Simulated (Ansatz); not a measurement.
One structure, 3 elements: CaO, CaS, CaSe

Plane-wave DFT in Ansatz with scalar-relativistic PAW potentials, cutoff 420 eV, Γ-centred meshes chosen by cell and gap, Gaussian smearing with energies taken to zero width. Every cell was relaxed (cell and atoms) in a run of its own, within the symmetry of its start. Functional: PBE.

All members share space group Fm-3m and the same sites; only the element on one set of sites changes (O, S, Se). Members needn't be the stable form of their composition. Energies over the elements, where given, are against the elements' standard states in the same functional (H₂, N₂, O₂ and halogens uncorrected, Hg as a solid). The first member:

Space group Fm-3m (No. 225). a = 4.831 Å, b = 4.831 Å, c = 4.831 Å, α = 90.00°, β = 90.00°, γ = 90.00°
```csv
atom,site,symmetry,x,y,z
Ca,4a,m-3m,0.0000,0.0000,0.0000
O,4b,m-3m,0.5000,0.0000,0.0000
```

| compound | V (Å³/atom) | a (Å) | gap on mesh (eV) | energy over elements (eV/atom) |
| --- | --- | --- | --- | --- |
| CaO | 14.09 | 4.831 | 3.66 | -2.947 |
| CaSe | 26.44 | 5.958 | 2.08 | -2.031 |

**Question.** Predict the member with S.

**Answer.** V (Å³/atom) 23.29, a (Å) 5.712, gap on mesh (eV) 2.38, energy over elements (eV/atom) -2.171. Interpolating linearly in period between O and Se would give 20.27 Å³/atom (13.0 % too small) and a gap of 2.87 eV, with -2.489 eV/atom over the elements. Over the whole series the volume grows at each step down the group; the gap narrows; binding against the elements weakens. The p levels of the anion rise down the group and lift the valence band, the usual cause of such narrowing. Less electronegative, larger anions gain less from charge transfer and lattice energy, in line with the weaker binding.